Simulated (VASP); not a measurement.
Here is a VASP 6.6.1 calculation.

INCAR

```
  PREC = Accurate
  ENCUT = 520
  EDIFF = 1E-7
  ISMEAR = -1
  SIGMA = 0.05
  LREAL = F
  LASPH = T
  NELM = 80
  ALGO = Normal
  ISIF = 2
  LWAVE = F
  LCHARG = F
  GGA = PS
  NBANDS = 28
```

Contents of KPOINTS:

```
regular mesh
0
Gamma
  7 7 6
```

The input POSCAR:

```
PbS
1.0
    2.0799526950     -5.9912968650      0.0000000000
    2.0799526950      5.9912968650      0.0000000000
    0.0000000000      0.0000000000      4.2793209400
Pb S
2 2
Direct
    0.1305633500      0.8694366500      0.2500000000
    0.8694366500      0.1305633500      0.7500000000
    0.3547970900      0.6452029100      0.2500000000
    0.6452029100      0.3547970900      0.7500000000
```

Potentials or basis: VASP PAW PBE potentials, release 64 (Pb_d, S).

Run with:

```sh
$ cat potpaw_PBE.64/Pb_d/POTCAR potpaw_PBE.64/S/POTCAR > POTCAR
$ mpirun -np 1 vasp_std > vasp.out
```

Task: What does it give for the largest force?

Result: 0.037 eV/Å.

Task: What does it give for the pressure?

Result: -1.9 GPa.

Task: What does it give for the band gap on the k mesh?

Result: 1.16 eV, indirect (least direct gap 1.34 eV).

Forces in eV/Å, atoms in the order of the input:
```
Pb   0.000 -0.037  0.000
Pb   0.000  0.037  0.000
S    0.000 -0.017  0.000
S    0.000  0.017  0.000
```

Caveat: the PAW data sets were made with another functional, which shifts forces and pressure a little; spin-orbit coupling is left out, which as a rule narrows the gap of such compounds by several tenths of an eV; an odd mesh through Γ misses points on the zone boundary, where band edges often lie.
